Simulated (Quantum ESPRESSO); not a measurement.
# Ta2N (P-3m1) in Quantum ESPRESSO: notebook

The runs below take Ta2N through single point, with PBEsol+U.

All numbers are computed with Quantum ESPRESSO 7.5; they aren't measurements. Logs are shortened: lines on timing, memory, paths and dates and some standing lists are left out, and cuts for length are marked.

### Step 1. The crystal as given

Symmetry: P-3m1, No. 164, trigonal system. Conventional cell: a = 3.113 Å, b = 3.113 Å, c = 4.870 Å, α = 90.00°, β = 90.00°, γ = 120.00°. Ta (site symmetry 3m) is surrounded by 3 N at 2.18 Å. N (site symmetry -3m) has 6 Ta at 2.18 Å as nearest neighbours.

The cell comes from a database or a generator and needn't be the stable form of this composition.

### Step 2. Single point, PBEsol+U

pw.in reads:

```
&CONTROL
  calculation = 'scf'
  prefix = 'pwscf'
  outdir = './tmp'
  pseudo_dir = './pseudo'
  tprnfor = .true.
  tstress = .true.
  disk_io = 'nowf'
/
&SYSTEM
  ibrav = 0
  A = 3.11286151
  nat = 3
  ntyp = 2
  ecutwfc = 56
  ecutrho = 448
  nbnd = 26
  occupations = 'smearing'
  smearing = 'fd'
  degauss = 0.00367493
/
&ELECTRONS
  conv_thr = 6d-10
  electron_maxstep = 120
  mixing_beta = 0.3
/
ATOMIC_SPECIES
Ta   180.9479 ta_pbesol_v1.uspp.F.UPF
N     14.0070 n_pbesol_v1.2.uspp.F.UPF
CELL_PARAMETERS alat
   0.9999999987    0.0000000000    0.0000000000
  -0.4999999994    0.8660254027    0.0000000000
   0.0000000000    0.0000000000    1.5644258456
ATOMIC_POSITIONS alat
Ta     0.0000000000    0.5773502685    0.3984764716
Ta     0.4999999994    0.2886751342    1.1659493740
N      0.0000000000    0.0000000000    0.0000000000
K_POINTS automatic
10 10 6 0 0 0
HUBBARD {atomic}
U Ta-5d 3.0
```

Potentials or basis: GBRV 1.5 PBEsol.

Run with:

```sh
$ OMP_NUM_THREADS=1 mpirun -n 2 pw.x -nk 2 -in pw.in > pw.out
```

pw.out:

```text
This program is part of the open-source Quantum ESPRESSO suite
     for quantum simulation of materials; please cite
         "P. Giannozzi et al., J. Phys.:Condens. Matter 21 395502 (2009);
         "P. Giannozzi et al., J. Phys.:Condens. Matter 29 465901 (2017);
         "P. Giannozzi et al., J. Chem. Phys. 152 154105 (2020);
     in publications or presentations arising from this work. More details at

     Message from routine setup:
     using ibrav=0 with symmetry is DISCOURAGED, use correct ibrav instead

     K-points division:     npool     =       2
     Subspace diagonalization in iterative solution of the eigenvalue problem:
     a serial algorithm will be used

     G-vector sticks info
     --------------------
     sticks:   dense  smooth     PW     G-vecs:    dense   smooth      PW
     Sum        1069     535    163                44067    15481    2623

     Using Slab Decomposition

     bravais-lattice index     =            0
     lattice parameter (alat)  =       5.8825  a.u.
     unit-cell volume          =     275.7793 (a.u.)^3
     number of atoms/cell      =            3
     number of atomic types    =            2
     number of electrons       =        31.00
     number of Kohn-Sham states=           26
     kinetic-energy cutoff     =      56.0000  Ry
     charge density cutoff     =     448.0000  Ry
     scf convergence threshold =      6.0E-10
     mixing beta               =       0.3000
     number of iterations used =            8  plain     mixing
     Exchange-correlation= SLA  PW   PSX  PSC
                           (   1   4  10   8   0   0   0)
     Hubbard projectors: atomic
     Hubbard parameters of DFT+U (Dudarev formulation) in eV:
     U(Ta-5d) =  3.0000

     Internal variables: lda_plus_u =T, lda_plus_u_kind = 0

     Internal variables: orbital_resolved =F, hub_pot_fix =F, apply_U = F

     celldm(1)=   5.882456  celldm(2)=   0.000000  celldm(3)=   0.000000
     celldm(4)=   0.000000  celldm(5)=   0.000000  celldm(6)=   0.000000

     crystal axes: (cart. coord. in units of alat)
               a(1) = (   1.000000   0.000000   0.000000 )
               a(2) = (  -0.500000   0.866025   0.000000 )
               a(3) = (   0.000000   0.000000   1.564426 )

     reciprocal axes: (cart. coord. in units 2 pi/alat)
               b(1) = (  1.000000  0.577350 -0.000000 )
               b(2) = (  0.000000  1.154701  0.000000 )
               b(3) = (  0.000000 -0.000000  0.639212 )

     PseudoPot. # 1 for Ta read from file:
     ta_pbesol_v1.uspp.F.UPF
     Pseudo is Ultrasoft + core correction, Zval = 13.0
     Generated by new atomic code, or converted to UPF format
     Using radial grid of  921 points,  7 beta functions with:
                l(1) =   0
                l(2) =   0
                l(3) =   1
                l(4) =   1
                l(5) =   2
                l(6) =   2
                l(7) =   3
     Q(r) pseudized with  6 coefficients,  rinner =    1.300   1.300   1.300
                                                       1.300   1.300   1.300
                                                       1.300

     PseudoPot. # 2 for N  read from file:
     n_pbesol_v1.2.uspp.F.UPF
     Pseudo is Ultrasoft + core correction, Zval =  5.0
     Generated by new atomic code, or converted to UPF format
     Using radial grid of  729 points,  4 beta functions with:
                l(1) =   0
                l(2) =   0
                l(3) =   1
                l(4) =   1
     Q(r) pseudized with  8 coefficients,  rinner =    0.900   0.900   0.900

     atomic species   valence    mass     pseudopotential
     Ta               13.00   180.94790     Ta( 1.00)
     N                 5.00    14.00700     N ( 1.00)

     12 Sym. Ops., with inversion, found

   Cartesian axes

     site n.     atom                  positions (alat units)
         1        Ta     tau(   1) = (   0.0000000   0.5773503   0.3984765  )
         2        Ta     tau(   2) = (   0.5000000   0.2886751   1.1659494  )
         3        N      tau(   3) = (   0.0000000   0.0000000   0.0000000  )

     number of k points=    72  Fermi-Dirac smearing, width (Ry)=  0.0037
                       cart. coord. in units 2pi/alat
        k(    1) = (   0.0000000   0.0000000   0.0000000), wk =   0.0033333
        k(    2) = (   0.0000000   0.0000000   0.1065354), wk =   0.0066667
        k(    3) = (   0.0000000   0.0000000   0.2130707), wk =   0.0066667
        k(    4) = (   0.0000000   0.0000000  -0.3196061), wk =   0.0033333
        k(    5) = (   0.0000000   0.1154701   0.0000000), wk =   0.0200000
        k(    6) = (   0.0000000   0.1154701   0.1065354), wk =   0.0200000
[... 64 lines left out ...]
        k(   71) = (  -0.2000000   0.4618802  -0.1065354), wk =   0.0400000
        k(   72) = (  -0.2000000   0.4618802  -0.2130707), wk =   0.0400000

     Dense  grid:    44067 G-vectors     FFT dimensions: (  40,  40,  64)

     Smooth grid:    15481 G-vectors     FFT dimensions: (  30,  30,  45)

     Initial potential from superposition of free atoms

     starting charge      30.9980, renormalised to      31.0000

     negative rho (up, down):  1.876E-01 0.000E+00

     STARTING HUBBARD OCCUPATIONS:

     =================== HUBBARD OCCUPATIONS ===================
     ------------------------ ATOM    1 ------------------------
     Tr[ns(  1)] =   3.00000
     eigenvalues:
       0.300  0.300  0.300  0.300  0.300
     eigenvectors (columns):
       1.000  0.000  0.000  0.000  0.000
       0.000  1.000  0.000  0.000  0.000
       0.000  0.000  1.000  0.000  0.000
       0.000  0.000  0.000  1.000  0.000
       0.000  0.000  0.000  0.000  1.000
     occupation matrix ns (before diag.):
       0.300  0.000  0.000  0.000  0.000
       0.000  0.300  0.000  0.000  0.000
       0.000  0.000  0.300  0.000  0.000
       0.000  0.000  0.000  0.300  0.000
       0.000  0.000  0.000  0.000  0.300
     ------------------------ ATOM    2 ------------------------
     Tr[ns(  2)] =   3.00000
     eigenvalues:
       0.300  0.300  0.300  0.300  0.300
     eigenvectors (columns):
       1.000  0.000  0.000  0.000  0.000
       0.000  1.000  0.000  0.000  0.000
       0.000  0.000  1.000  0.000  0.000
       0.000  0.000  0.000  1.000  0.000
       0.000  0.000  0.000  0.000  1.000
     occupation matrix ns (before diag.):
       0.300  0.000  0.000  0.000  0.000
       0.000  0.300  0.000  0.000  0.000
       0.000  0.000  0.300  0.000  0.000
       0.000  0.000  0.000  0.300  0.000
       0.000  0.000  0.000  0.000  0.300

     Number of occupied Hubbard levels =    6.0000

     Atomic wfc used for Hubbard projectors are NOT orthogonalized

     Starting wfcs are   30 randomized atomic wfcs

     Self-consistent Calculation

     iteration #  1     ecut=    56.00 Ry     beta= 0.30
     Davidson diagonalization with overlap
     ethr =  1.00E-02,  avg # of iterations =  3.6

     =================== HUBBARD OCCUPATIONS ===================
     ------------------------ ATOM    1 ------------------------
     Tr[ns(  1)] =   5.48215
     eigenvalues:
       0.523  0.523  0.551  0.551  0.593
     eigenvectors (columns):
       0.000 -0.000  0.000  0.000  1.000
       0.883  0.024  0.337  0.327 -0.000
      -0.024  0.883 -0.327  0.337 -0.000
       0.013 -0.469 -0.615  0.634 -0.000
      -0.469 -0.013  0.634  0.615 -0.000
     occupation matrix ns (before diag.):
       0.593 -0.000 -0.000 -0.000 -0.000
      -0.000  0.529 -0.000  0.000  0.012
      -0.000 -0.000  0.529  0.012 -0.000
      -0.000  0.000  0.012  0.545  0.000
      -0.000  0.012 -0.000  0.000  0.545
     ------------------------ ATOM    2 ------------------------
     Tr[ns(  2)] =   5.48215
     eigenvalues:
       0.523  0.523  0.551  0.551  0.593
     eigenvectors (columns):
       0.000 -0.000  0.000  0.000  1.000
       0.883  0.024  0.337  0.327 -0.000
      -0.024  0.883 -0.327  0.337 -0.000
[... 88 lines left out ...]
     iteration # 10     ecut=    56.00 Ry     beta= 0.30
     Davidson diagonalization with overlap
     ethr =  2.48E-10,  avg # of iterations =  1.0

     negative rho (up, down):  1.994E-01 0.000E+00

     total energy              =    -303.27368860 Ry
     estimated scf accuracy    <          4.6E-09 Ry

     iteration # 11     ecut=    56.00 Ry     beta= 0.30
     Davidson diagonalization with overlap
     ethr =  1.50E-11,  avg # of iterations =  2.0

     negative rho (up, down):  1.994E-01 0.000E+00

     End of self-consistent calculation

     =================== HUBBARD OCCUPATIONS ===================
     ------------------------ ATOM    1 ------------------------
     Tr[ns(  1)] =   5.94391
     eigenvalues:
       0.561  0.561  0.612  0.612  0.626
     eigenvectors (columns):
       0.000 -0.000 -0.000  0.000 -1.000
       0.708  0.194  0.402  0.547  0.000
      -0.194  0.708 -0.547  0.402  0.000
       0.179 -0.655 -0.591  0.435  0.000
      -0.655 -0.179  0.435  0.591  0.000
     occupation matrix ns (before diag.):
       0.626 -0.000 -0.000 -0.000 -0.000
      -0.000  0.585 -0.000  0.000  0.025
      -0.000 -0.000  0.585  0.025 -0.000
      -0.000  0.000  0.025  0.588  0.000
      -0.000  0.025 -0.000  0.000  0.588
     ------------------------ ATOM    2 ------------------------
     Tr[ns(  2)] =   5.94391
     eigenvalues:
       0.561  0.561  0.612  0.612  0.626
     eigenvectors (columns):
       0.000 -0.000 -0.000  0.000 -1.000
       0.708  0.194  0.402  0.547  0.000
      -0.194  0.708 -0.547  0.402  0.000
       0.179 -0.655 -0.591  0.435  0.000
      -0.655 -0.179  0.435  0.591  0.000
     occupation matrix ns (before diag.):
       0.626 -0.000 -0.000 -0.000 -0.000
[... 156 lines left out ...]
   -49.1137 -49.0649 -16.1121 -15.9336 -15.6734 -15.6219 -15.4081 -15.4069
     2.5442  10.6553  12.5852  12.9007  14.7803  16.6606  17.6479  20.4675
    20.8658  22.7028  22.8643  23.5143  23.8034  24.6821  25.0852  27.3665
    28.7274  29.2720

          k = 0.0000-0.5774 0.2131 (  1960 PWs)   bands (ev):

   -49.1092 -49.0776 -16.1370 -16.0275 -15.5785 -15.5464 -15.4542 -15.3897
     2.4885  10.6649  12.5003  13.0456  15.4160  16.8708  17.3128  19.4851
    20.2379  22.5683  22.7603  23.3809  23.8583  25.4553  25.7027  27.0375
    28.6861  29.7389

          k = 0.0000-0.5774-0.3196 (  1936 PWs)   bands (ev):

   -49.1049 -49.0861 -16.1323 -16.0817 -15.5224 -15.5123 -15.4438 -15.4295
     2.4612  10.6631  12.4729  13.1227  15.8427  17.0266  17.0767  18.9545
    19.9479  22.5921  22.7530  23.2982  23.7041  25.7124  26.1220  26.9913
    28.3498  30.4215

          k = 0.1000 0.1732 0.0000 (  1915 PWs)   bands (ev):

   -49.1311 -49.0924 -16.0826 -15.6045 -15.5508 -15.4366 -15.3450 -15.2229
     2.1982  11.2180  11.8379  13.1086  15.5164  16.7588  18.0224  18.9689
    19.4066  19.9435  21.2479  21.4003  22.3834  23.9524  25.5670  27.4113
    28.7416  32.7080

          k = 0.1000 0.1732 0.1065 (  1936 PWs)   bands (ev):

   -49.1274 -49.0954 -16.0405 -15.5837 -15.5536 -15.4562 -15.3559 -15.2562
     2.2143  11.1058  12.0175  13.0640  15.5789  16.6951  18.2566  18.5066
    19.4791  20.2529  21.1233  21.7888  22.6772  23.1781  25.0313  26.8096
    29.8249  32.5503
[... 311 lines left out ...]
   -49.0992 -49.0624 -15.9948 -15.9285 -15.7250 -15.6380 -15.5317 -15.3838
     2.5831  11.1315  12.4356  12.7212  15.6130  16.3953  16.9184  20.1496
    21.0291  21.4527  22.5637  23.3119  23.9578  25.0265  25.8590  27.0029
    29.8167  30.0565

          k =-0.2000 0.4619-0.2131 (  1959 PWs)   bands (ev):

   -49.0938 -49.0744 -16.0082 -16.0018 -15.7320 -15.6172 -15.4758 -15.3486
     2.5671  11.1466  12.2514  12.6921  16.1476  16.7119  17.0730  19.7628
    19.8011  21.3660  22.8432  23.7411  23.8156  24.5735  26.4439  26.9884
    29.0937  29.9012

     the Fermi energy is    19.2122 ev

!    total energy              =    -303.27368860 Ry
     estimated scf accuracy    <          2.8E-10 Ry
     smearing contrib. (-TS)   =      -0.00098982 Ry
     internal energy E=F+TS    =    -303.27269878 Ry

     The total energy is F=E-TS. E is the sum of the following terms:
     one-electron contribution =     -29.41774148 Ry
     hartree contribution      =      31.98197143 Ry
     xc contribution           =     -89.42131456 Ry
     ewald contribution        =    -216.94554310 Ry
     Hubbard energy            =       0.52992893 Ry

     convergence has been achieved in  11 iterations

     negative rho (up, down):  1.994E-01 0.000E+00

     Forces acting on atoms (cartesian axes, Ry/au):

     atom    1 type  1   force =     0.00000000    0.00000000   -0.01230648
     atom    2 type  1   force =     0.00000000    0.00000000    0.01230648
     atom    3 type  2   force =    -0.00000000    0.00000000    0.00000000

     Total force =     0.017404     Total SCF correction =     0.000041

     Computing stress (Cartesian axis) and pressure

     negative rho (up, down):  1.994E-01 0.000E+00
          total   stress  (Ry/bohr**3)                   (kbar)     P=     -138.86
  -0.00096211  -0.00000000   0.00000000         -141.53       -0.00        0.00
  -0.00000000  -0.00096211   0.00000000           -0.00     -141.53        0.00
   0.00000000   0.00000000  -0.00090766            0.00        0.00     -133.52

=------------------------------------------------------------------------------=
   JOB DONE.
=------------------------------------------------------------------------------=
```

Run time: 40 s. Hardware: 2 MPI ranks of Arm Neoverse V1, shared host; peak memory 0.48 GiB.

What came out:

```yaml
Free_energy: -4126.2487 eV
Pressure: -13.9 GPa
Largest_force: 0.316 eV/Å
Band_gap_on_the_k_mesh: none (metal or under the smearing width)
```

Forces on the atoms (eV/Å):
```
Ta   0.000  0.000 -0.316
Ta   0.000  0.000  0.316
N    0.000  0.000  0.000
```

Eigenvalues of the final occupation matrices:
```
   site  spin  trace               eigenvalues
Ta 1 5d  each   2.97  0.56 0.56 0.61 0.61 0.63
Ta 2 5d  each   2.97  0.56 0.56 0.61 0.61 0.63
```

Caveat: U without spin polarisation on a metal has little footing.

### Step 3. Single point, PBEsol+U

Changes to pw.in since step 2:

```diff
@@ -40,2 +40,2 @@
 HUBBARD {atomic}
-U Ta-5d 3.0
+U Ta-5d 4.0
```

Potentials or basis: GBRV 1.5 PBEsol.

Run with:

```sh
$ OMP_NUM_THREADS=1 mpirun -n 2 pw.x -nk 2 -in pw.in > pw.out
```

Run time: 43 s. Hardware: 2 MPI ranks of Arm Neoverse V1, shared host; peak memory 0.48 GiB.

Results (log left out):

```yaml
Free_energy: -4123.8471 eV
Pressure: -15.5 GPa
Largest_force: 0.334 eV/Å
Band_gap_on_the_k_mesh: none (metal or under the smearing width)
```

Forces on the atoms (eV/Å):
```
Ta   0.000  0.000 -0.334
Ta   0.000  0.000  0.334
N    0.000  0.000  0.000
```

Stress tensor (GPa, compression positive):
```
-15.80   0.00   0.00
  0.00 -15.80   0.00
  0.00   0.00 -14.95
```

Levels at points of the mesh, in eV from the Fermi level:
| k point | band 12 | band 13 | band 14 | band 15 | band 16 | band 17 | band 18 | band 19 | band 20 | band 21 |
| --- | --- | --- | --- | --- | --- | --- | --- | --- | --- | --- |
| (0.00, 0.00, 0.00) | -6.10 | -4.67 | -0.83 | -0.28 | -0.28 | 0.20 | 0.31 | 0.31 | 1.26 | 1.26 |
| (0.00, 0.00, -0.50) | -6.30 | -3.17 | -2.45 | -1.10 | -1.10 | 1.74 | 2.09 | 2.30 | 2.30 | 2.77 |
| (0.00, -0.50, 0.00) | -6.39 | -4.75 | -2.68 | -1.42 | 1.83 | 2.01 | 3.77 | 4.02 | 4.24 | 4.33 |
| (0.00, -0.50, -0.50) | -6.09 | -3.40 | -2.22 | -2.13 | -0.26 | 0.74 | 3.42 | 3.54 | 4.12 | 4.52 |

Eigenvalues of the final occupation matrices:
| site | spin | trace | eigenvalues |
| --- | --- | --- | --- |
| Ta 1 5d | each | 2.98 | 0.56 0.56 0.61 0.61 0.63 |
| Ta 2 5d | each | 2.98 | 0.56 0.56 0.61 0.61 0.63 |

Caveat: U without spin polarisation on a metal has little footing.

### Step 4. Single point, PBEsol+U

Changes to pw.in since step 3:

```diff
@@ -40,2 +40,2 @@
 HUBBARD {atomic}
-U Ta-5d 4.0
+U Ta-5d 5.0
```

Run with:

```sh
$ OMP_NUM_THREADS=1 mpirun -n 2 pw.x -nk 2 -in pw.in > pw.out
```

Wall time 46 s (2 MPI ranks of Arm Neoverse V1, shared host); peak memory 0.48 GiB.

It converged, with:

```yaml
Free_energy: -4121.4492 eV
Pressure: -17.2 GPa
Largest_force: 0.352 eV/Å
Band_gap_on_the_k_mesh: none (metal or under the smearing width)
```

Forces on the atoms (eV/Å):
```
Ta   0.000  0.000 -0.352
Ta   0.000  0.000  0.352
N    0.000  0.000  0.000
```

Stress tensor (GPa, compression positive):
```
-17.47   0.00   0.00
  0.00 -17.47   0.00
  0.00   0.00 -16.52
```

Levels at points of the mesh, in eV from the Fermi level:
```csv
k point,band 13,band 14,band 15,band 16,band 17,band 18,band 19,band 20
"(0.00, 0.00, 0.00)",-4.60,-0.88,-0.30,-0.30,0.17,0.33,0.33,1.30
"(0.00, 0.00, -0.50)",-3.28,-2.41,-1.08,-1.08,1.72,2.14,2.30,2.30
"(0.00, -0.50, 0.00)",-4.80,-2.70,-1.45,1.85,2.04,3.79,4.03,4.24
"(0.00, -0.50, -0.50)",-3.43,-2.25,-2.13,-0.26,0.74,3.46,3.54,4.15
```

Eigenvalues of the final occupation matrices:
```
   site  spin  trace               eigenvalues
Ta 1 5d  each   2.98  0.56 0.56 0.62 0.62 0.64
Ta 2 5d  each   2.98  0.56 0.56 0.62 0.62 0.64
```

Caveat: U without spin polarisation on a metal has little footing.

(Continued in part 2 of 2.)
